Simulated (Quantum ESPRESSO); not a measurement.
# PbO (Litharge) (P4/nmm) in Quantum ESPRESSO: settings compared, part 2 of 3

Quantum ESPRESSO 7.5. Earlier steps stand in the parts before.

**3. Dielectric tensor, PBE**

The input, pw.in:

```
&CONTROL
  calculation = 'scf'
  prefix = 'pwscf'
  outdir = './tmp'
  pseudo_dir = './pseudo'
  tprnfor = .true.
  tstress = .true.
  disk_io = 'low'
/
&SYSTEM
  ibrav = 0
  celldm(1) = 8
  nat = 4
  ntyp = 2
  ecutwfc = 45
  ecutrho = 360
  nbnd = 28
  occupations = 'smearing'
  smearing = 'fd'
  degauss = 0.00367493
/
&ELECTRONS
  conv_thr = 8d-10
  electron_maxstep = 120
  mixing_beta = 0.5
/
ATOMIC_SPECIES
Pb   207.2000 pb_pbe_v1.uspp.F.UPF
O     15.9990 o_pbe_v1.2.uspp.F.UPF
CELL_PARAMETERS alat
  0.9425009046571   0.0000000000000   0.0000000000000
  0.0000000000000   0.9425009046571   0.0000000000000
  0.0000000000000   0.0000000000000   1.1834409855469
ATOMIC_POSITIONS crystal
Pb     0.5000000000    0.0000000000    0.7600000000
Pb     0.0000000000    0.5000000000    0.2400000000
O      0.5000000000    0.5000000000    0.0000000000
O      0.0000000000    0.0000000000    0.0000000000
K_POINTS automatic
6 6 4 1 1 1
```

The input, scf2.in:

```
&CONTROL
  calculation = 'scf'
  prefix = 'pwscf'
  outdir = './tmp'
  pseudo_dir = './pseudo'
  tprnfor = .true.
  tstress = .true.
  disk_io = 'low'
/
&SYSTEM
  ibrav = 0
  celldm(1) = 8
  nat = 4
  ntyp = 2
  ecutwfc = 45
  ecutrho = 360
  nbnd = 28
  occupations = 'fixed'
/
&ELECTRONS
  conv_thr = 1d-13
  electron_maxstep = 120
  mixing_beta = 0.5
  startingpot = 'file'
  startingwfc = 'file'
/
ATOMIC_SPECIES
Pb   207.2000 pb_pbe_v1.uspp.F.UPF
O     15.9990 o_pbe_v1.2.uspp.F.UPF
CELL_PARAMETERS alat
  0.9425009046571   0.0000000000000   0.0000000000000
  0.0000000000000   0.9425009046571   0.0000000000000
  0.0000000000000   0.0000000000000   1.1834409855469
ATOMIC_POSITIONS crystal
Pb     0.5000000000    0.0000000000    0.7600000000
Pb     0.0000000000    0.5000000000    0.2400000000
O      0.5000000000    0.5000000000    0.0000000000
O      0.0000000000    0.0000000000    0.0000000000
K_POINTS automatic
6 6 4 1 1 1
```

The input, ph.in:

```
dielectric of PbO
&INPUTPH
  prefix = 'pwscf'
  outdir = './tmp'
  tr2_ph = 1d-18
  fildyn = 'dyn'
  niter_ph = 90
  alpha_mix(1) = 0.7
  epsil = .true.
  trans = .false.
  zeu = .true.
/
0.0000000000 0.0000000000 0.0000000000
```

Potentials or basis: GBRV 1.5 PBE.

Launch:

```bash
> OMP_NUM_THREADS=1 pw.x -in pw.in > pw.out
> OMP_NUM_THREADS=1 pw.x -in scf2.in > scf2.out
> OMP_NUM_THREADS=1 ph.x -in ph.in > ph.out
```

pw.out:

```text
This program is part of the open-source Quantum ESPRESSO suite
     for quantum simulation of materials; please cite
[... 9 lines left out ...]
     --------------------
     sticks:   dense  smooth     PW     G-vecs:    dense   smooth      PW
     Sum        1617     805    241                62081    21877    3485

     Using Slab Decomposition

     bravais-lattice index     =            0
     lattice parameter (alat)  =       8.0000  a.u.
     unit-cell volume          =     538.2451 (a.u.)^3
     number of atoms/cell      =            4
     number of atomic types    =            2
     number of electrons       =        40.00
     number of Kohn-Sham states=           28
     kinetic-energy cutoff     =      45.0000  Ry
     charge density cutoff     =     360.0000  Ry
     scf convergence threshold =      8.0E-10
     mixing beta               =       0.5000
     number of iterations used =            8  plain     mixing
     Exchange-correlation= SLA  PW   PBE  PBE
                           (   1   4   3   4   0   0   0)

     celldm(1)=   8.000000  celldm(2)=   0.000000  celldm(3)=   0.000000
     celldm(4)=   0.000000  celldm(5)=   0.000000  celldm(6)=   0.000000

     crystal axes: (cart. coord. in units of alat)
               a(1) = (   0.942501   0.000000   0.000000 )
               a(2) = (   0.000000   0.942501   0.000000 )
               a(3) = (   0.000000   0.000000   1.183441 )

     reciprocal axes: (cart. coord. in units 2 pi/alat)
               b(1) = (  1.061007  0.000000  0.000000 )
               b(2) = (  0.000000  1.061007  0.000000 )
               b(3) = (  0.000000  0.000000  0.844994 )

     PseudoPot. # 1 for Pb read from file:
     pb_pbe_v1.uspp.F.UPF
     Pseudo is Ultrasoft + core correction, Zval = 14.0
     Generated by new atomic code, or converted to UPF format
     Using radial grid of  899 points,  6 beta functions with:
                l(1) =   0
                l(2) =   0
                l(3) =   1
                l(4) =   1
                l(5) =   2
                l(6) =   2
     Q(r) pseudized with  6 coefficients,  rinner =    1.000   1.000   1.000
                                                       1.000   1.000

     PseudoPot. # 2 for O  read from file:
     o_pbe_v1.2.uspp.F.UPF
     Pseudo is Ultrasoft + core correction, Zval =  6.0
[... 22 lines left out ...]
         4        O      tau(   4) = (   0.0000000   0.0000000   0.0000000  )

     number of k points=    12  Fermi-Dirac smearing, width (Ry)=  0.0037
                       cart. coord. in units 2pi/alat
        k(    1) = (   0.0884172   0.0884172   0.1056242), wk =   0.1111111
        k(    2) = (   0.0884172   0.0884172   0.3168726), wk =   0.1111111
        k(    3) = (   0.0884172   0.2652517   0.1056242), wk =   0.2222222
        k(    4) = (   0.0884172   0.2652517   0.3168726), wk =   0.2222222
        k(    5) = (   0.0884172   0.4420862   0.1056242), wk =   0.2222222
        k(    6) = (   0.0884172   0.4420862   0.3168726), wk =   0.2222222
        k(    7) = (   0.2652517   0.2652517   0.1056242), wk =   0.1111111
        k(    8) = (   0.2652517   0.2652517   0.3168726), wk =   0.1111111
        k(    9) = (   0.2652517   0.4420862   0.1056242), wk =   0.2222222
        k(   10) = (   0.2652517   0.4420862   0.3168726), wk =   0.2222222
        k(   11) = (   0.4420862   0.4420862   0.1056242), wk =   0.1111111
        k(   12) = (   0.4420862   0.4420862   0.3168726), wk =   0.1111111

     Dense  grid:    62081 G-vectors     FFT dimensions: (  48,  48,  60)

     Smooth grid:    21877 G-vectors     FFT dimensions: (  36,  36,  45)

     Check: negative core charge=   -0.000003

     Initial potential from superposition of free atoms

     starting charge      39.9953, renormalised to      40.0000

     negative rho (up, down):  3.185E-02 0.000E+00
     Starting wfcs are   26 randomized atomic wfcs +    2 random wfcs

     Self-consistent Calculation

     iteration #  1     ecut=    45.00 Ry     beta= 0.50
     Davidson diagonalization with overlap
     ethr =  1.00E-02,  avg # of iterations =  5.3

     negative rho (up, down):  3.018E-02 0.000E+00
[... 117 lines left out ...]
     iteration # 14     ecut=    45.00 Ry     beta= 0.50
     Davidson diagonalization with overlap
     ethr =  2.57E-12,  avg # of iterations =  2.9

     negative rho (up, down):  3.183E-02 0.000E+00

     End of self-consistent calculation

          k = 0.0884 0.0884 0.1056 (  2720 PWs)   bands (ev):

    -9.4759  -9.0187  -7.2965  -7.2847  -7.2321  -7.2250  -7.1573  -7.1066
    -7.0882  -7.0726  -7.0421  -5.7586   1.0740   2.4960   4.5542   4.7335
     6.8304   6.8357   7.2741   8.6317  11.3975  13.1698  13.4530  14.7942
    15.4504  15.7209  16.5567  17.5780
[... 73 lines left out ...]
    -9.1889  -9.1587  -7.2071  -7.1864  -7.1541  -7.1282  -7.1278  -7.1168
    -7.1074  -7.1005  -6.3078  -6.1892   0.6631   0.8563   4.6247   5.0664
     6.6085   6.8660   7.4624   7.7232  11.6226  11.6762  13.3485  14.3385
    14.3924  15.4169  18.1093  18.1109

     the Fermi energy is     9.5136 ev

!    total energy              =    -392.94319464 Ry
     estimated scf accuracy    <          2.3E-10 Ry
     smearing contrib. (-TS)   =      -0.00000000 Ry
     internal energy E=F+TS    =    -392.94319464 Ry

     The total energy is F=E-TS. E is the sum of the following terms:
     one-electron contribution =    -107.98793218 Ry
     hartree contribution      =      83.66131146 Ry
     xc contribution           =    -141.47857070 Ry
     ewald contribution        =    -227.13800322 Ry

     convergence has been achieved in  14 iterations

     negative rho (up, down):  3.183E-02 0.000E+00

     Forces acting on atoms (cartesian axes, Ry/au):

     atom    1 type  1   force =     0.00000000    0.00000000    0.00171861
     atom    2 type  1   force =     0.00000000    0.00000000   -0.00171861
     atom    3 type  2   force =     0.00000000    0.00000000    0.00000000
     atom    4 type  2   force =     0.00000000    0.00000000    0.00000000

     Total force =     0.002430     Total SCF correction =     0.000112

     Computing stress (Cartesian axis) and pressure

     negative rho (up, down):  3.183E-02 0.000E+00
          total   stress  (Ry/bohr**3)                   (kbar)     P=       26.56
   0.00020621   0.00000000   0.00000000           30.33        0.00        0.00
   0.00000000   0.00020621   0.00000000            0.00       30.33        0.00
   0.00000000   0.00000000   0.00012922            0.00        0.00       19.01

=------------------------------------------------------------------------------=
   JOB DONE.
=------------------------------------------------------------------------------=
```

scf2.out:

```text
This program is part of the open-source Quantum ESPRESSO suite
     for quantum simulation of materials; please cite
[... 9 lines left out ...]
     --------------------
     sticks:   dense  smooth     PW     G-vecs:    dense   smooth      PW
     Sum        1617     805    241                62081    21877    3485
[... 263 lines left out ...]
   0.00020623   0.00000000   0.00000000           30.34        0.00        0.00
   0.00000000   0.00020623   0.00000000            0.00       30.34        0.00
   0.00000000   0.00000000   0.00012922            0.00        0.00       19.01

=------------------------------------------------------------------------------=
   JOB DONE.
=------------------------------------------------------------------------------=
```

It took 8.7 min on 1 thread of Intel Xeon at 2.50GHz (Skylake/Cascade Lake), shared host; peak memory 0.27 GiB.

What came out:

```yaml
Free_energy: -5346.2645 eV
Pressure: 2.7 GPa
Largest_force: 0.045 eV/Å
Electronic_dielectric_tensor_diagonal: 6.82, 6.82, 6.23
Born_charges_mean_of_the_diagonal: Pb +2.87; O -2.88 e
```

Forces on the atoms (eV/Å):
```
Pb   0.000  0.000  0.045
Pb   0.000  0.000 -0.045
O    0.000  0.000  0.000
O    0.000  0.000  0.000
```

Stress tensor (GPa, compression positive):
```
3.03 0.00 0.00
0.00 3.03 0.00
0.00 0.00 1.90
```

Electronic dielectric tensor:
```
6.82 0.00 0.00
0.00 6.82 0.00
0.00 0.00 6.23
```

Born effective charge tensors (e):
atom 1, Pb
```
3.15 0.00 0.00
0.00 3.15 0.00
0.00 0.00 2.32
```
atom 2, Pb
```
3.15 0.00 0.00
0.00 3.15 0.00
0.00 0.00 2.32
```
atom 3, O
```
-3.15  0.00  0.00
 0.00 -3.15  0.00
 0.00  0.00 -2.32
```
atom 4, O
```
-3.15  0.00  0.00
 0.00 -3.15  0.00
 0.00  0.00 -2.32
```

The run has no spin-orbit coupling, so splittings on Pb are missing.

**4. Dielectric tensor, PBEsol**

Changes to pw.in since step 3:

```diff
@@ -27,4 +27,4 @@
 ATOMIC_SPECIES
-Pb   207.2000 pb_pbe_v1.uspp.F.UPF
-O     15.9990 o_pbe_v1.2.uspp.F.UPF
+Pb   207.2000 pb_pbesol_v1.uspp.F.UPF
+O     15.9990 o_pbesol_v1.2.uspp.F.UPF
 CELL_PARAMETERS alat
```

Changes to scf2.in since step 3:

```diff
@@ -27,4 +27,4 @@
 ATOMIC_SPECIES
-Pb   207.2000 pb_pbe_v1.uspp.F.UPF
-O     15.9990 o_pbe_v1.2.uspp.F.UPF
+Pb   207.2000 pb_pbesol_v1.uspp.F.UPF
+O     15.9990 o_pbesol_v1.2.uspp.F.UPF
 CELL_PARAMETERS alat
```

ph.in is that of step 3.

Potentials or basis: GBRV 1.5 PBEsol.

Launch:

```bash
> OMP_NUM_THREADS=1 pw.x -in pw.in > pw.out
> OMP_NUM_THREADS=1 pw.x -in scf2.in > scf2.out
> OMP_NUM_THREADS=1 ph.x -in ph.in > ph.out
```

pw.out:

```text
This program is part of the open-source Quantum ESPRESSO suite
     for quantum simulation of materials; please cite
[... 9 lines left out ...]
     --------------------
     sticks:   dense  smooth     PW     G-vecs:    dense   smooth      PW
     Sum        1617     805    241                62081    21877    3485

     Using Slab Decomposition

     bravais-lattice index     =            0
     lattice parameter (alat)  =       8.0000  a.u.
     unit-cell volume          =     538.2451 (a.u.)^3
     number of atoms/cell      =            4
     number of atomic types    =            2
     number of electrons       =        40.00
     number of Kohn-Sham states=           28
     kinetic-energy cutoff     =      45.0000  Ry
     charge density cutoff     =     360.0000  Ry
     scf convergence threshold =      8.0E-10
     mixing beta               =       0.5000
     number of iterations used =            8  plain     mixing
     Exchange-correlation= SLA  PW   PSX  PSC
                           (   1   4  10   8   0   0   0)

     celldm(1)=   8.000000  celldm(2)=   0.000000  celldm(3)=   0.000000
     celldm(4)=   0.000000  celldm(5)=   0.000000  celldm(6)=   0.000000

     crystal axes: (cart. coord. in units of alat)
               a(1) = (   0.942501   0.000000   0.000000 )
               a(2) = (   0.000000   0.942501   0.000000 )
               a(3) = (   0.000000   0.000000   1.183441 )

     reciprocal axes: (cart. coord. in units 2 pi/alat)
               b(1) = (  1.061007  0.000000  0.000000 )
               b(2) = (  0.000000  1.061007  0.000000 )
               b(3) = (  0.000000  0.000000  0.844994 )

     PseudoPot. # 1 for Pb read from file:
     pb_pbesol_v1.uspp.F.UPF
     Pseudo is Ultrasoft + core correction, Zval = 14.0
     Generated by new atomic code, or converted to UPF format
     Using radial grid of  899 points,  6 beta functions with:
                l(1) =   0
                l(2) =   0
                l(3) =   1
                l(4) =   1
                l(5) =   2
                l(6) =   2
     Q(r) pseudized with  6 coefficients,  rinner =    1.000   1.000   1.000
                                                       1.000   1.000

     PseudoPot. # 2 for O  read from file:
     o_pbesol_v1.2.uspp.F.UPF
     Pseudo is Ultrasoft + core correction, Zval =  6.0
     Generated by new atomic code, or converted to UPF format
     Using radial grid of  737 points,  5 beta functions with:
[... 22 lines left out ...]
     number of k points=    12  Fermi-Dirac smearing, width (Ry)=  0.0037
                       cart. coord. in units 2pi/alat
        k(    1) = (   0.0884172   0.0884172   0.1056242), wk =   0.1111111
        k(    2) = (   0.0884172   0.0884172   0.3168726), wk =   0.1111111
        k(    3) = (   0.0884172   0.2652517   0.1056242), wk =   0.2222222
        k(    4) = (   0.0884172   0.2652517   0.3168726), wk =   0.2222222
        k(    5) = (   0.0884172   0.4420862   0.1056242), wk =   0.2222222
        k(    6) = (   0.0884172   0.4420862   0.3168726), wk =   0.2222222
        k(    7) = (   0.2652517   0.2652517   0.1056242), wk =   0.1111111
        k(    8) = (   0.2652517   0.2652517   0.3168726), wk =   0.1111111
        k(    9) = (   0.2652517   0.4420862   0.1056242), wk =   0.2222222
        k(   10) = (   0.2652517   0.4420862   0.3168726), wk =   0.2222222
        k(   11) = (   0.4420862   0.4420862   0.1056242), wk =   0.1111111
        k(   12) = (   0.4420862   0.4420862   0.3168726), wk =   0.1111111

     Dense  grid:    62081 G-vectors     FFT dimensions: (  48,  48,  60)

     Smooth grid:    21877 G-vectors     FFT dimensions: (  36,  36,  45)

     Check: negative core charge=   -0.000003

     Initial potential from superposition of free atoms

     starting charge      39.9958, renormalised to      40.0000

     negative rho (up, down):  3.193E-02 0.000E+00
     Starting wfcs are   26 randomized atomic wfcs +    2 random wfcs

     Self-consistent Calculation

     iteration #  1     ecut=    45.00 Ry     beta= 0.50
     Davidson diagonalization with overlap
     ethr =  1.00E-02,  avg # of iterations =  5.2

     negative rho (up, down):  3.025E-02 0.000E+00
[... 99 lines left out ...]
     iteration # 12     ecut=    45.00 Ry     beta= 0.50
     Davidson diagonalization with overlap
     c_bands:  1 eigenvalues not converged
     ethr =  1.73E-11,  avg # of iterations =  5.4

     negative rho (up, down):  3.180E-02 0.000E+00

     End of self-consistent calculation

          k = 0.0884 0.0884 0.1056 (  2720 PWs)   bands (ev):

    -9.5969  -9.1206  -7.4042  -7.3921  -7.3348  -7.3320  -7.2582  -7.2065
    -7.1907  -7.1715  -7.1431  -5.8353   0.8627   2.3055   4.3361   4.5176
     6.6450   6.6461   7.0937   8.4574  11.1481  12.9405  13.2376  14.5300
    15.2181  15.4819  16.2846  17.3045
[... 73 lines left out ...]
    -9.2975  -9.2661  -7.3104  -7.2885  -7.2577  -7.2329  -7.2289  -7.2204
    -7.2063  -7.1998  -6.3947  -6.2728   0.4296   0.6254   4.4068   4.8539
     6.4223   6.6834   7.2816   7.5476  11.3919  11.4566  13.1142  14.1033
    14.1469  15.1804  17.6973  17.6987

     the Fermi energy is     9.3116 ev

!    total energy              =    -392.26991532 Ry
     estimated scf accuracy    <          1.6E-10 Ry
     smearing contrib. (-TS)   =      -0.00000000 Ry
     internal energy E=F+TS    =    -392.26991532 Ry

     The total energy is F=E-TS. E is the sum of the following terms:
     one-electron contribution =    -107.92425006 Ry
     hartree contribution      =      83.32968728 Ry
     xc contribution           =    -140.53734933 Ry
     ewald contribution        =    -227.13800322 Ry

     convergence has been achieved in  12 iterations

     negative rho (up, down):  3.180E-02 0.000E+00

     Forces acting on atoms (cartesian axes, Ry/au):

     atom    1 type  1   force =     0.00000000    0.00000000    0.01417488
     atom    2 type  1   force =     0.00000000    0.00000000   -0.01417488
     atom    3 type  2   force =     0.00000000    0.00000000    0.00000000
     atom    4 type  2   force =     0.00000000    0.00000000    0.00000000

     Total force =     0.020046     Total SCF correction =     0.000092

     Computing stress (Cartesian axis) and pressure

     negative rho (up, down):  3.180E-02 0.000E+00
          total   stress  (Ry/bohr**3)                   (kbar)     P=      -12.30
  -0.00007587   0.00000000   0.00000000          -11.16        0.00        0.00
   0.00000000  -0.00007587   0.00000000            0.00      -11.16        0.00
   0.00000000   0.00000000  -0.00009912            0.00        0.00      -14.58

=------------------------------------------------------------------------------=
   JOB DONE.
=------------------------------------------------------------------------------=
```

Run time: 9.1 min. Hardware: 1 thread of Intel Xeon at 2.50GHz (Skylake/Cascade Lake), shared host; peak memory 0.27 GiB.

Results:

```
Free energy                             : -5337.1041 eV
Pressure                                : -1.2 GPa
Largest force                           : 0.364 eV/Å
Electronic dielectric tensor (diagonal) : 6.95, 6.95, 6.36
Born charges (mean of the diagonal)     : Pb +2.87; O -2.87 e
```

Forces in eV/Å, atoms in the order of the input:
```
Pb   0.000  0.000  0.364
Pb   0.000  0.000 -0.364
O    0.000  0.000  0.000
O    0.000  0.000  0.000
```

Electronic dielectric tensor:
```
6.95 0.00 0.00
0.00 6.95 0.00
0.00 0.00 6.36
```

Born effective charge tensors (e):
atom 1, Pb
```
3.15 0.00 0.00
0.00 3.15 0.00
0.00 0.00 2.32
```
atom 2, Pb
```
3.15 0.00 0.00
0.00 3.15 0.00
0.00 0.00 2.32
```
atom 3, O
```
-3.15  0.00  0.00
 0.00 -3.15  0.00
 0.00  0.00 -2.32
```
atom 4, O
```
-3.15  0.00  0.00
 0.00 -3.15  0.00
 0.00  0.00 -2.32
```

Spin-orbit coupling is left out, which matters for the levels of Pb.

(Continued in part 3 of 3.)
